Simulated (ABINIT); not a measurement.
The system is TePt.

```xyz
2
Lattice="3.9549 0.0000 0.0000 -1.9774 3.4250 0.0000 0.0000 0.0000 3.8598" Properties=species:S:1:pos:R:3 pbc="T T T"
Pt    0.0000    0.0000    0.0000
Te    1.9774    1.1417    1.9299
```

Measurements of this composition are mostly on another form, of space group No. 166.

- Program: ABINIT 10.8.3 (patched build)
- Task: relaxation of cell and atoms
- Functional: WC
- Potentials or basis: JTH PAW PBE v2.0
- Cutoff: 517 eV
- k mesh: 8 × 8 × 7
- Occupations: fermi-dirac, width 0.05 eV
- Spin: no spin polarisation

At the start: pressure -14.6 GPa; volume 26.14 Å³/atom.

Question: How do energy, volume and symmetry change on relaxing?

Answer: Over 10 steps the energy falls by 247.1 meV/atom and the volume is 21.99 Å³/atom (-15.9 %); space group P-6m2 (No. 187, to 0.05 Å).

Step by step:
| step | energy change (eV) | largest force (eV/Å) | pressure (GPa) | volume (Å³) |
| --- | --- | --- | --- | --- |
| 1 | 0.0000 | 0.0000 | -14.56 | 52.28 |
| 2 | -0.1993 | 0.0000 | -12.29 | 49.99 |
| 3 | -0.4168 | 0.0000 | 9.50 | 41.08 |
| 4 | -0.4860 | 0.0000 | -1.84 | 44.38 |
| 5 | -0.4909 | 0.0000 | -0.13 | 43.79 |
| 6 | -0.4917 | 0.0000 | 0.22 | 43.70 |
| 7 | -0.4931 | 0.0000 | 0.58 | 43.66 |
| 8 | -0.4941 | 0.0000 | 0.37 | 43.82 |
| 9 | -0.4943 | 0.0000 | 0.04 | 43.96 |
| 10 | -0.4943 | 0.0000 | 0.00 | 43.98 |

Final structure:
```
CELL_PARAMETERS angstrom
3.81678 0.00000 0.00000
-1.90839 3.30543 0.00000
0.00000 0.00000 3.48568
ATOMIC_POSITIONS crystal
Pt 0.00000 0.00000 0.00000
Te 0.66667 0.33333 0.50000
```

Caveat: the volume moved by over 15 % at a fixed basis, so the end points are rough; the PAW data sets were made with another functional, which shifts forces and pressure a little.
